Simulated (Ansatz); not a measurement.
Set up this calculation in Ansatz 0.2.0, as the native input.

- Task: band structure
- Functional: PBEsol
- Potentials or basis: JTH PAW
- Cutoff: 1350 eV (not typed: the program's choice for these potentials)
- k mesh: 12 × 12 × 4
- Occupations: fermi-dirac, width 0.05 eV
- Spin: no spin polarisation
- Path: [["G", "M", "K", "G", "A", "L", "H", "A"], ["L", "M"], ["K", "H"]]
- Points for each segment of the path: 14

The system is Cu.

```
Cu
1.0
     2.53076    0.00000    0.00000
    -1.26538    2.19171    0.00000
     0.00000    0.00000    8.26182
Cu
4
Direct
  0.66667 0.33333 0.75000
  0.00000 0.00000 0.50000
  0.33333 0.66667 0.25000
  0.00000 0.00000 0.00000
```

This isn't the form of Cu at room conditions, which is fcc.

These files were run (other wordings do the same):

input.yaml

```yaml
crystal:
  lattice:
    - [2.5307640267, 0.0, 0.0]
    - [-1.2653820134, 2.1917059381, 0.0]
    - [0.0, 0.0, 8.26181508]
  atoms:
    - { symbol: Cu, position: [0.6666666667, 0.3333333333, 0.75] }
    - { symbol: Cu, position: [0.0, 0.0, 0.5] }
    - { symbol: Cu, position: [0.3333333333, 0.6666666667, 0.25] }
    - { symbol: Cu, position: [0.0, 0.0, 0.0] }
hamiltonian:
  xc: pbesol
  pseudopotentials: { kind: paw, source: jth, xc_functional: pbe }
kpoints:
  mp_grid: { grid: [12, 12, 4] }
  band_path:
    path:
      - [[0.0, 0.0, 0.0], [0.5, 0.0, 0.0], [0.3333333333, 0.3333333333, 0.0], [0.0, 0.0, 0.0], [0.0, 0.0, 0.5], [0.5, 0.0, 0.5], [0.3333333333, 0.3333333333, 0.5], [0.0, 0.0, 0.5]]
      - [[0.5, 0.0, 0.5], [0.5, 0.0, 0.0]]
      - [[0.3333333333, 0.3333333333, 0.0], [0.3333333333, 0.3333333333, 0.5]]
    npoints: 14
scf:
  occupations: { method: fermi_dirac, width: 0.05 }
  n_extra_bands: 10
output:
  forces: true
  stress: true
  eigenvalues: true
  fatbands: false
```

Potentials or basis: JTH PAW.

Run with:

```bash
$ ansatz run input.yaml --threads 2 --pin off --max-ram 5632MiB --backend cpu --events-out ev --progress --plain --runs-dir out
```

It gave:

- Pressure: -1.9 GPa
- Band gap on the k mesh: none (metal or under the smearing width)

Wall time 18 s on 2 threads of Intel(R) Xeon(R) 6975P-C (Granite Rapids), on a shared host, peak memory 1 GiB.
